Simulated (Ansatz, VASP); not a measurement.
# Cross-check of NiPt between VASP and Ansatz, part 2 of 2

One calculation is typed for both programs; each brings its own data sets. How far apart do they land? The cell is taken from a series of runs on this material, whose earlier steps may have relaxed, scaled, displaced or heated it; both programs get it as it stands.

VASP 6.6.1 and Ansatz 0.2.0.

So far: Starting point; Ansatz: relaxation of cell and atoms, r2SCAN with rVV10.

## 3. VASP: relaxation of cell and atoms, r2SCAN with rVV10

Level of this step: r2SCAN with rVV10, spin-polarised from a ferromagnetic start; plane waves and PAW (Ni, Pt) (VASP).

The same cell, functional, mesh and smearing now go to VASP, with its own data sets.

Lines of VASP's logs that name or quote its potential files are left out, and so is its time.

File INCAR:

```
SYSTEM = NiPt
PREC = Accurate
ENCUT = 660
EDIFF = 1E-07
NELM = 200
ISMEAR = 0
SIGMA = 0.1
LREAL = .FALSE.
ALGO = Normal
METAGGA = R2SCAN
LUSE_VDW = .TRUE.
IVDW_NL = 2
BPARAM = 11.95
CPARAM = 0.0093
LASPH = .TRUE.
NBANDS = 18
ISPIN = 2
MAGMOM = 0.96 0.39
LMAXMIX = 4
LORBIT = 11
LWAVE = .FALSE.
LCHARG = .FALSE.
ISIF = 3
IBRION = 2
NSW = 80
EDIFFG = -0.005
GGA_COMPAT = .FALSE.
NELMIN = 4
LMIXTAU = .TRUE.
KPAR = 2
```

File POSCAR:

```
NiPt
1.0
    2.7099400000      0.0000000000      0.0000000000
    0.0000000000      2.7099400000      0.0000000000
    0.0000000000      0.0000000000      3.5783200000
Ni Pt
1 1
Direct
    0.5000000000      0.5000000000      0.5000000000
    0.0000000000      0.0000000000      0.0000000000
```

File KPOINTS:

```
Automatic mesh
0
Gamma
14 14 10
0 0 0
```

The projector-augmented-wave data sets are Ni and Pt (PBE family, release 64).

Started as:

```sh
> mpirun -np 2 vasp_std
```

Numbers of over 12 decimals in the logs are rounded to 6 here.

The program printed:

```text
[banner, memory and clock lines left out]
running    2 mpi-ranks, on    1 nodes
 distrk:  each k-point on    1 cores,    2 groups
 distr:  one band on    1 cores,    1 groups

 POSCAR found type information on POSCAR NiPt
 POSCAR found :  2 types and       2 ions
|                                                                             |
|               ----> ADVICE to this user running VASP <----                  |
|                                                                             |
|     You have switched on vdW-DFT.                                           |
|     This routine was written and supplied by Jiri Klimes. We recommend      |
|     that you carefully read and cite the following publications:            |
|       J. Klimes, D.R. Bowler, A. Michelides                                 |
|          J. Phys.: Cond Matt. 22 022201 (2010)                              |
|       J. Klimes, D.R. Bowler, A. Michelides                                 |
|          Phys. Rev. B. 83, 195131 (2011)                                    |
|     and references therein.                                                 |
|                                                                             |

|                                                                             |
|               ----> ADVICE to this user running VASP <----                  |
|                                                                             |
|     You enforced a specific xc type in the INCAR file but a different       |
|     [... a line on the potential file left out ...]
|     I HOPE YOU KNOW WHAT YOU ARE DOING!                                     |
|                                                                             |

 LDA part: xc-table for (None), standard interpolation
 POSCAR, INCAR and KPOINTS ok, starting setup
 FFT: planning ... GRIDC
 FFT: planning ... GRID_SOFT
 FFT: planning ... GRID
 WAVECAR not read
 entering main loop
       N       E                     dE             d eps       ncg     rms          rms(c)
Total rVV10 correction in eV:      0.4393012    23.5478464
Total rVV10 correction in eV:      0.4393012    23.5478464
DAV:   1     0.697651730222E+02    0.69765E+02   -0.11282E+04 15864   0.161E+03
DAV:   2    -0.631760149422E+02   -0.13294E+03   -0.12314E+03 15754   0.302E+02
DAV:   3    -0.687836633854E+02   -0.56076E+01   -0.54153E+01 17530   0.686E+01
DAV:   4    -0.688542891190E+02   -0.70626E-01   -0.70558E-01 17542   0.659E+00
DAV:   5    -0.688559815839E+02   -0.16925E-02   -0.16924E-02 17426   0.114E+00    0.174E+01
Total rVV10 correction in eV:      0.4010080    23.5478472
Total rVV10 correction in eV:      0.4010080    23.5478472
DAV:   6    -0.661286062837E+02    0.27274E+01   -0.17318E+01 16570   0.980E+01    0.211E+01
Total rVV10 correction in eV:      0.4062674    23.5478473
Total rVV10 correction in eV:      0.4062674    23.5478473
DAV:   7    -0.633492416087E+02    0.27794E+01   -0.63617E+00 19726   0.805E+01    0.696E+00
Total rVV10 correction in eV:      0.4059446    23.5478472
Total rVV10 correction in eV:      0.4059446    23.5478472
DAV:   8    -0.632918224382E+02    0.57419E-01   -0.37042E-01 18104   0.731E+00    0.303E+00
Total rVV10 correction in eV:      0.4035597    23.5478473
Total rVV10 correction in eV:      0.4035597    23.5478473
DAV:   9    -0.633037360259E+02   -0.11914E-01   -0.14234E-01 16808   0.701E+00    0.112E+00
Total rVV10 correction in eV:      0.4022989    23.5478473
Total rVV10 correction in eV:      0.4022989    23.5478473
DAV:  10    -0.633172003721E+02   -0.13464E-01   -0.30698E-02 16832   0.297E+00    0.425E-01
Total rVV10 correction in eV:      0.4017076    23.5478473
Total rVV10 correction in eV:      0.4017076    23.5478473
DAV:  11    -0.633195769339E+02   -0.23766E-02   -0.48781E-03 18614   0.104E+00    0.193E-01
Total rVV10 correction in eV:      0.4017401    23.5478473
Total rVV10 correction in eV:      0.4017401    23.5478473
DAV:  12    -0.633199488529E+02   -0.37192E-03   -0.48675E-04 18664   0.295E-01    0.116E-01
Total rVV10 correction in eV:      0.4018343    23.5478473
Total rVV10 correction in eV:      0.4018343    23.5478473
DAV:  13    -0.633200093073E+02   -0.60454E-04   -0.56752E-05 20674   0.161E-01    0.654E-02
Total rVV10 correction in eV:      0.4018249    23.5478473
Total rVV10 correction in eV:      0.4018249    23.5478473
DAV:  14    -0.633200947598E+02   -0.85453E-04   -0.10783E-04 18490   0.170E-01    0.274E-02
Total rVV10 correction in eV:      0.4018053    23.5478473
Total rVV10 correction in eV:      0.4018053    23.5478473
DAV:  15    -0.633200944971E+02    0.26268E-06   -0.12864E-05 19190   0.733E-02    0.114E-02
Total rVV10 correction in eV:      0.4018042    23.5478473
Total rVV10 correction in eV:      0.4018042    23.5478473
DAV:  16    -0.633200957492E+02   -0.12521E-05   -0.17685E-06 17580   0.215E-02    0.577E-03
Total rVV10 correction in eV:      0.4018007    23.5478473
Total rVV10 correction in eV:      0.4018007    23.5478473
DAV:  17    -0.633200972210E+02   -0.14718E-05   -0.55057E-07 16106   0.969E-03    0.215E-03
Total rVV10 correction in eV:      0.4017998    23.5478473
Total rVV10 correction in eV:      0.4017998    23.5478473
DAV:  18    -0.633200973849E+02   -0.16385E-06   -0.11005E-07  9422   0.563E-03    0.119E-03
[...]
Total rVV10 correction in eV:      0.4017997    23.5478473
Total rVV10 correction in eV:      0.4017995    23.5478473
Total rVV10 correction in eV:      0.4017995    23.5478473
   1 F= -.63320097E+02 E0= -.63315200E+02  d E =-.633201E+02  mag=     1.2673
 curvature:   0.00 expect dE= 0.000E+00 dE for cont linesearch  0.000E+00
 trial: gam= 0.00000 g(F)=  0.000E+00 g(S)=  0.706E-02 ort = 0.000E+00 (trialstep = 0.100E+01)
 search vector abs. value=  0.706E-02
 bond charge predicted
       N       E                     dE             d eps       ncg     rms          rms(c)
Total rVV10 correction in eV:      0.4011286    23.5478473
Total rVV10 correction in eV:      0.4011286    23.5478473
DAV:   1    -0.634489136651E+02   -0.12882E+00   -0.14169E+00 16602   0.179E+01    0.322E+00
Total rVV10 correction in eV:      0.3928095    23.5478464
Total rVV10 correction in eV:      0.3928095    23.5478464
DAV:   2    -0.634712717767E+02   -0.22358E-01   -0.82820E-01 16754   0.242E+01    0.468E+00
Total rVV10 correction in eV:      0.3942379    23.5478464
Total rVV10 correction in eV:      0.3942379    23.5478464
DAV:   3    -0.633225590299E+02    0.14871E+00   -0.46270E-01 18400   0.203E+01    0.124E+00
Total rVV10 correction in eV:      0.3941576    23.5478464
Total rVV10 correction in eV:      0.3941576    23.5478464
DAV:   4    -0.633176656180E+02    0.48934E-02   -0.18455E-02 20222   0.217E+00    0.528E-01
Total rVV10 correction in eV:      0.3942712    23.5478464
Total rVV10 correction in eV:      0.3942712    23.5478464
DAV:   5    -0.633171627181E+02    0.50290E-03   -0.10132E-03 23522   0.515E-01    0.290E-01
Total rVV10 correction in eV:      0.3946856    23.5478464
Total rVV10 correction in eV:      0.3946856    23.5478464
DAV:   6    -0.633169515037E+02    0.21121E-03   -0.72816E-04 21680   0.352E-01    0.723E-02
Total rVV10 correction in eV:      0.3947574    23.5478464
Total rVV10 correction in eV:      0.3947574    23.5478464
DAV:   7    -0.633169690304E+02   -0.17527E-04   -0.10393E-04 21406   0.214E-01    0.499E-02
Total rVV10 correction in eV:      0.3948052    23.5478464
Total rVV10 correction in eV:      0.3948052    23.5478464
DAV:   8    -0.633169696513E+02   -0.62084E-06   -0.17643E-05 17136   0.675E-02    0.213E-02
Total rVV10 correction in eV:      0.3948593    23.5478464
Total rVV10 correction in eV:      0.3948593    23.5478464
DAV:   9    -0.633169718027E+02   -0.21514E-05   -0.76490E-06 16412   0.346E-02    0.586E-03
Total rVV10 correction in eV:      0.3948654    23.5478464
Total rVV10 correction in eV:      0.3948654    23.5478464
DAV:  10    -0.633169728282E+02   -0.10255E-05   -0.75869E-07 19648   0.125E-02    0.211E-03
Total rVV10 correction in eV:      0.3948645    23.5478464
Total rVV10 correction in eV:      0.3948645    23.5478464
DAV:  11    -0.633169728799E+02   -0.51732E-07   -0.36514E-08  8360   0.263E-03
Total rVV10 correction in eV:      0.3948675    23.5478464
Total rVV10 correction in eV:      0.3948675    23.5478464
Total rVV10 correction in eV:      0.3948650    23.5478464
Total rVV10 correction in eV:      0.3948650    23.5478464
   2 F= -.63316973E+02 E0= -.63312241E+02  d E =0.312411E-02  mag=     1.2366
 trial-energy change:    0.003124  1 .order    0.003171   -0.007064    0.013406
 step:   0.3482(harm=  0.3451)  dis= 0.00000  next Energy=   -63.321329 (dE=-0.123E-02)
 bond charge predicted
       N       E                     dE             d eps       ncg     rms          rms(c)
Total rVV10 correction in eV:      0.3953053    23.5478464
Total rVV10 correction in eV:      0.3953053    23.5478464
DAV:   1    -0.633784927425E+02   -0.61520E-01   -0.60859E-01 16582   0.119E+01    0.210E+00
Total rVV10 correction in eV:      0.4008785    23.5478470
Total rVV10 correction in eV:      0.4008785    23.5478470
DAV:   2    -0.633936280411E+02   -0.15135E-01   -0.39593E-01 16834   0.167E+01    0.332E+00
Total rVV10 correction in eV:      0.3998451    23.5478470
Total rVV10 correction in eV:      0.3998451    23.5478470
DAV:   3    -0.633241664042E+02    0.69462E-01   -0.21245E-01 17730   0.123E+01    0.845E-01
Total rVV10 correction in eV:      0.3998075    23.5478470
Total rVV10 correction in eV:      0.3998075    23.5478470
DAV:   4    -0.633217357270E+02    0.24307E-02   -0.75537E-03 20830   0.147E+00    0.413E-01
Total rVV10 correction in eV:      0.3997357    23.5478470
Total rVV10 correction in eV:      0.3997357    23.5478470
DAV:   5    -0.633214241831E+02    0.31154E-03   -0.47158E-04 23492   0.335E-01    0.240E-01
Total rVV10 correction in eV:      0.3994735    23.5478470
Total rVV10 correction in eV:      0.3994735    23.5478470
DAV:   6    -0.633212994473E+02    0.12474E-03   -0.34196E-04 19960   0.226E-01    0.588E-02
Total rVV10 correction in eV:      0.3994542    23.5478470
Total rVV10 correction in eV:      0.3994542    23.5478470
DAV:   7    -0.633213162708E+02   -0.16824E-04   -0.43813E-05 21836   0.116E-01    0.429E-02
Total rVV10 correction in eV:      0.3994273    23.5478470
Total rVV10 correction in eV:      0.3994273    23.5478470
DAV:   8    -0.633213244560E+02   -0.81852E-05   -0.11561E-05 18828   0.620E-02    0.122E-02
Total rVV10 correction in eV:      0.3994024    23.5478470
Total rVV10 correction in eV:      0.3994024    23.5478470
DAV:   9    -0.633213279280E+02   -0.34719E-05   -0.25513E-06 16404   0.185E-02    0.345E-03
Total rVV10 correction in eV:      0.3993922    23.5478470
Total rVV10 correction in eV:      0.3993922    23.5478470
DAV:  10    -0.633213282774E+02   -0.34944E-06   -0.31208E-07 17208   0.878E-03    0.189E-03
Total rVV10 correction in eV:      0.3993903    23.5478470
Total rVV10 correction in eV:      0.3993903    23.5478470
DAV:  11    -0.633213284451E+02   -0.16772E-06   -0.32954E-08  8008   0.350E-03    0.114E-03
Total rVV10 correction in eV:      0.3993906    23.5478470
Total rVV10 correction in eV:      0.3993906    23.5478470
DAV:  12    -0.633213284633E+02   -0.18185E-07   -0.11976E-08  7870   0.126E-03
Total rVV10 correction in eV:      0.3993891    23.5478470
Total rVV10 correction in eV:      0.3993891    23.5478470
Total rVV10 correction in eV:      0.3993901    23.5478470
Total rVV10 correction in eV:      0.3993901    23.5478470
   3 F= -.63321328E+02 E0= -.63316488E+02  d E =-.123147E-02  mag=     1.2564
 curvature:  -0.17 expect dE=-0.900E-06 dE for cont linesearch -0.871E-06
 trial: gam=-0.02600 g(F)=  0.260E-63 g(S)=  0.522E-05 ort = 0.189E-03 (trialstep = 0.870E+00)
 search vector abs. value=  0.172E-06
 reached required accuracy - stopping structural energy minimisation
```

Parts of OUTCAR (step 3):

```text
ion  position               nearest neighbor table
   1  0.500  0.500  0.500-   2 2.62   2 2.62   2 2.62   2 2.62   2 2.62   2 2.62   2 2.62   2 2.62

  LATTYP: Found a simple tetragonal cell.
 ALAT       =     2.7099400000
 C/A-ratio  =     1.3204425190

 Subroutine GETGRP returns: Found 16 space group operations
 (whereof 16 operations were pure point group operations)

The static configuration has the point symmetry D_4h.

 Found    216 irreducible k-points:

   k-points           NKPTS =    216   k-points in BZ     NKDIM =    216   number of bands    NBANDS=     18

   dimension x,y,z NGX =    24 NGY =   24 NGZ =   30
   dimension x,y,z NGXF=    48 NGYF=   48 NGZF=   60

   ENCUT  =  660.0 eV  48.51 Ry    6.96 a.u.   5.68  5.68  7.50*2*pi/ulx,y,z

   NELECT =      20.0000    total number of electrons

 k-points in reciprocal lattice and weights: Automatic mesh
   0.00000000  0.00000000  0.00000000       0.001
   0.07142857  0.00000000  0.00000000       0.002
   0.14285714  0.00000000  0.00000000       0.002
   0.21428571  0.00000000  0.00000000       0.002
   0.28571429  0.00000000  0.00000000       0.002
   0.35714286  0.00000000  0.00000000       0.002
   0.42857143  0.00000000  0.00000000       0.002
   0.50000000  0.00000000  0.00000000       0.001
   0.07142857  0.07142857  0.00000000       0.002
[...]
0.50000000  0.42857143  0.50000000       0.002
   0.50000000  0.50000000  0.50000000       0.001

 average (electrostatic) potential at core
       1 -86.3350       2 -69.1876

 E-fermi :  10.2722

 spin component 1
 k-point     1 :       0.0000    0.0000    0.0000
  band No.  band energies     occupation
    ...
      7       8.1853      1.00000
      8       8.7730      1.00000
      9       9.7627      1.00000
     10       9.7627      1.00000
     11       9.7993      1.00000
     12      13.4283      0.00000
     13      21.6183      0.00000
     14      22.5510      0.00000
     15      22.5510      0.00000
     16      29.1350      0.00000
    ...

 k-point     2 :       0.0714    0.0000    0.0000
  band No.  band energies     occupation
    ...
      7       8.1555      1.00000
      8       8.7649      1.00000
      9       9.4014      1.00000
     10       9.6729      1.00000
     11       9.7284      1.00000
     12      13.9254      0.00000
     13      21.1991      0.00000
     14      22.1340      0.00000
     15      22.8112      0.00000
     16      29.2650      0.00000
    ...

 k-point     3 :       0.1429    0.0000    0.0000
  band No.  band energies     occupation
    ...
      7       8.0706      1.00000
      8       8.6793      1.00000
      9       8.7597      1.00000
     10       9.3406      1.00000
     11       9.6268      1.00000
     12      15.0629      0.00000
     13      19.6216      0.00000
     14      21.8942      0.00000
     15      23.5466      0.00000
     16      29.1349      0.00000
    ...

 k-point     4 :       0.2143    0.0000    0.0000
  band No.  band energies     occupation
    ...
      7       7.9410      1.00000
      8       7.9861      1.00000
      9       8.8265      1.00000
     10       8.9116      1.00000
     11       9.4623      1.00000
     12      16.4699      0.00000
     13      17.6984      0.00000
     14      21.7819      0.00000
     15      24.6545      0.00000
     16      27.9722      0.00000
    ...

 k-point     5 :       0.2857    0.0000    0.0000
  band No.  band energies     occupation
    ...
      7       7.7681      1.00000
      8       7.7776      1.00000
      9       8.5040      1.00000
     10       9.0631      1.00000
     11       9.2434      1.00000
     12      15.8580      0.00000
     13      18.0015      0.00000
     14      21.7022      0.00000
     15      26.0305      0.00000
     16      26.8355      0.00000
    ...

 k-point     6 :       0.3571    0.0000    0.0000
  band No.  band energies     occupation
    ...
      7       7.5962      1.00000
      8       7.5968      1.00000
      9       8.2063      1.00000
     10       8.9858      1.00000
     11       9.4928      1.00000
     12      14.2722      0.00000
     13      19.5799      0.00000
     14      21.6747      0.00000
     15      25.8771      0.00000
     16      27.3051      0.00000
    ...

  Total       -0.0096323     -0.0096323     -0.0055453      0.0000000      0.0000000      0.0000000
  in kB       -0.5919198     -0.5919198     -0.3407684      0.0000000      0.0000000      0.0000000
  external PRESSURE =      -0.5082027 kB  Pullay stress =       0.0000000 kB

  energy-cutoff  :      660.00
  volume of cell :       26.07
      direct lattice vectors                 reciprocal lattice vectors
     2.702593558  0.000000000 -0.000000000     0.370014942  0.000000000 -0.000000000
     0.000000000  2.702593558  0.000000000     0.000000000  0.370014942  0.000000000
     0.000000000  0.000000000  3.569584291     0.000000000  0.000000000  0.280144666

 POSITION                                       TOTAL-FORCE (eV/Angst)
 -----------------------------------------------------------------------------------
      1.35130      1.35130      1.78479        -0.000000      0.000000      0.000000
      0.00000      0.00000      0.00000         0.000000      0.000000      0.000000
 -----------------------------------------------------------------------------------
    total drift:                                0.000000      0.000000     -0.000000

  FREE ENERGIE OF THE ION-ELECTRON SYSTEM (eV)
  ---------------------------------------------------
  free  energy   TOTEN  =       -63.3213284633 eV

  energy  without entropy=      -63.3116481670  energy(sigma->0) =      -63.31648832

 reached required accuracy - stopping structural energy minimisation

 total charge
# of ion       s       p       d       tot
------------------------------------------
    1        0.451   0.480   8.310   9.241
    2        0.712   0.647   8.066   9.425
--------------------------------------------------
tot          1.163   1.127  16.375  18.665

 magnetization (x)
# of ion       s       p       d       tot
------------------------------------------
    1       -0.003  -0.015   0.935   0.917
    2       -0.006  -0.042   0.413   0.365
--------------------------------------------------
tot         -0.009  -0.058   1.348   1.281

[... 6 further parts left out ...]
```

The magnetic state follows from one typed start and may not be the lowest. SCAN-type functionals tend to overstate the moments of itinerant magnets.

## 4. Comparison

Known differences besides the potentials themselves: VASP starts from the moments at which Ansatz ended; VASP keeps PBE cores, Ansatz makes them for the functional; the data sets hold 36 valence electrons in Ansatz (on its default PAW (the set named soft_2) files) and 20 in VASP; the cutoff is 500 eV in Ansatz and 660 eV in VASP; Ansatz adds a Pulay correction to the stress that steers its cell, VASP none; site moments are counted in spheres of each program's own size. Total energies have different zeros and are not compared.

Both answers:

```csv
quantity,Ansatz,VASP,difference
volume (Å³),25.93,26.07,-0.54 %
"edge a after relaxation, in the typed setting (Å)",2.697,2.703,-0.19 %
"edge c after relaxation, in the typed setting (Å)",3.564,3.570,-0.16 %
total moment (μB),1.27,1.26,+0.02
moment on Ni1 (μB),0.96,0.92,+0.04
moment on Pt2 (μB),0.39,0.36,+0.03
```

## 5. Outcome

* difference in volume (relaxation of cell and atoms, r2SCAN with rVV10): -0.54 %

What this shows: The difference in volume is -0.54 % (relaxation of cell and atoms, r2SCAN with rVV10), within the 1.2 % picked in this series as the mark of a large difference, as far as the stopping tolerances let one tell. The data sets hold unlike numbers of valence electrons (36 in Ansatz and 20 in VASP), so part of the differences comes from the potentials. Such differences can come from data sets, numerical settings and the points named under the comparisons, not from the functional's error against experiment.

[Lines on the potential files, build, host, timing and source positions are cut from VASP's logs without a mark.]

[Logs are printed without paths, hosts, clocks, repeated set-up lines and the standing remarks that a program may print on its own settings, such as how far it seeks lower states.]

[Hosts, paths, dates, database ids (printed as entryN), source tags and the programs' standing remarks are cut or masked in the printed files.]
